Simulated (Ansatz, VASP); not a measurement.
**One calculation of Be2C, two programs**

```
Be C
1.0
     0.00000    2.15538    2.15538
     2.15538    0.00000    2.15538
     2.15538    2.15538    0.00000
Be C
2 1
Direct
  0.25000 0.25000 0.25000
  0.75000 0.75000 0.75000
  0.00000 0.00000 0.00000
```

Alike in both runs: functional PBEsol; k mesh 12 × 12 × 12; occupations gaussian, width 0.02 eV; no spin polarisation.

Ansatz relaxed the structure, and its values are those at the end. VASP's run is a single point on that final structure, the one shown.

|  | VASP | Ansatz |
| --- | --- | --- |
| version | VASP 6.6.1 | Ansatz 0.2.0 |
| potentials or method | VASP PAW PBE potentials, release 64 (Be, C) | scalar-relativistic, plane waves, PAW |
| plane-wave cutoff (eV) | 520 | 420 |
| valence electrons in the cell | 8 | 8 |

VASP gave:

* gap on the k mesh at the Fermi level (eV): 1.07
* least direct gap on the mesh (eV): 4.11
* pressure (GPa): 0.7

**Question.** Which values does Ansatz return?

**Answer.** gap on the k mesh at the Fermi level (eV): 1.08; least direct gap on the mesh (eV): 4.12; pressure (GPa): 0.0.

With one functional, cell and mesh, what is left measures potentials, basis and numerics.

Caveats: the PAW data sets were made with another functional, which shifts forces and pressure a little (VASP). A k mesh can miss the band edges.
